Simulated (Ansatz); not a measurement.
# PbTe (Pm-3m): compression over a wide range

One table from this session's results is given with a row withheld; the runs are named, their logs left out.

Computed with Ansatz 0.2.0 (DFT r²SCAN, scalar-relativistic, plane waves, PAW, unless a step's input says otherwise).

The runs add the D3(BJ) dispersion term to the functional named.

## Starting point

It takes space group Pm-3m (No. 221, cubic). Conventional cell: a = 3.961 Å, b = 3.961 Å, c = 3.961 Å, α = 90.00°, β = 90.00°, γ = 90.00°. Te (site symmetry m-3m) has 8 Pb at 3.43 Å as nearest neighbours. Pb (site symmetry m-3m) is surrounded by 8 Te at 3.43 Å.

As a file:

```
Te Pb
1.0
     3.96051    0.00000    0.00000
     0.00000    3.96051    0.00000
     0.00000    0.00000    3.96051
Te Pb
1 1
Direct
  0.50000 0.50000 0.50000
  0.00000 0.00000 0.00000
```

This cell comes from an earlier session at r²SCAN: 31.062 Å³/atom at 0.00 GPa, on a 8×8×8 mesh.

Set-up of the first run:

Input file input.yaml:

```yaml
crystal:
  lattice:
    - [3.9069815699, 0.0, 0.0]
    - [0.0, 3.9069815699, 0.0]
    - [0.0, 0.0, 3.9069815699]
  atoms:
    - { symbol: Te, position: [0.5, 0.5, 0.5] }
    - { symbol: Pb, position: [0.0, 0.0, 0.0] }
basis:
  ecutwfc: 500
  ecutrho_ratio: 4
kpoints:
  mp_grid: { grid: [10, 10, 10] }
hamiltonian:
  xc: r2scan
  dispersion: d3bj
scf:
  occupations: { method: gaussian, width: 0.05 }
output:
  forces: true
  stress: true
  eigenvalues: true
```

Launch:

```sh
> ansatz run input.yaml --threads 1 --pin off --max-ram 2560MiB --backend cpu --events-out ev --progress --plain --runs-dir out
```

Among the steps run: Volume × 0.96; Volume × 1.04; Volume × 0.92; Volume × 0.88; Volume × 0.84; Volume × 0.8.

One of the session's tables, all rows but one given; the rest of the session is left out.

```
volume (Å³/atom)  energy above the lowest (meV/atom)  pressure (GPa)
          24.849                               249.7            16.2
          26.092                               144.4            11.1
          27.334                                74.2             7.2
          28.577                                30.1             4.3
          29.819                                   ?               ?
          31.062                                 0.0             0.0
          32.304                                 5.8            -1.3
```

Estimate the missing values for volume (Å³/atom) = 29.819.

Worked estimate for «energy above the lowest (meV/atom)». A straight line through the neighbours (28.577, 30.1) and (31.062, 0.0) gives 30.1 + (0.0 − 30.1) × (29.819 − 28.577) / (31.062 − 28.577) = 15.1; a parabola fitted to 4 rows on both sides gives 6.7.

**Answer.** energy above the lowest (meV/atom): 6.8; pressure (GPa): 1.8. In «energy above the lowest (meV/atom)» the line misses by +8.3 and the parabola by -0.1.

To keep in mind: The k mesh is not the same at all volumes. Other structures may be lower in enthalpy at these pressures. Warnings in the runs' records: dispersion damping borrowed.
